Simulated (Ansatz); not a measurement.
Re, one cell by several methods

```xyz
1
Lattice="0.0000 1.9750 1.9750 1.9750 0.0000 1.9750 1.9750 1.9750 0.0000" Properties=species:S:1:pos:R:3 pbc="T T T"
Re    0.0000    0.0000    0.0000
```

The geometry is COD entry 1534939, unchecked; take it as a test cell.

Spin–orbit coupling is left out, though it moves levels of the heavy atoms by tenths of an eV or more.

All numbers are computed: DFT, PBEsol, PAW with Ansatz's default frozen-core files, scalar-relativistic (Ansatz 0.2.0); DFT, PBEsol, all-electron LAPW, scalar-relativistic (Ansatz 0.2.0).

For PAW: a Γ-centred 14×14×14 k mesh, Fermi–Dirac smearing of 0.05 eV, cutoff 420 eV, no spin polarisation; the PAW files were made with PBE, and the program remakes their frozen cores for this functional. LAPW targets a basis error of 0.25 meV/atom. The Ansatz runs share mesh, smearing and spin set-up. Plane-wave (PAW) pressures include the program's estimate of the Pulay term.

Stress and pressure are positive in compression.

Levels count from the Fermi level.

```
                      quantity     PAW    LAPW
                pressure (GPa)  -18.51  -18.39
highest filled level at U (eV)  -1.071  -1.072
  lowest empty level at U (eV)   1.383   1.383
highest filled level at W (eV)  -3.048  -3.049
  lowest empty level at W (eV)   0.186   0.186
highest filled level at X (eV)  -5.593  -5.592
  lowest empty level at X (eV)   2.599   2.598
```

PAW's pressure differs from the LAPW value by -0.13 GPa.
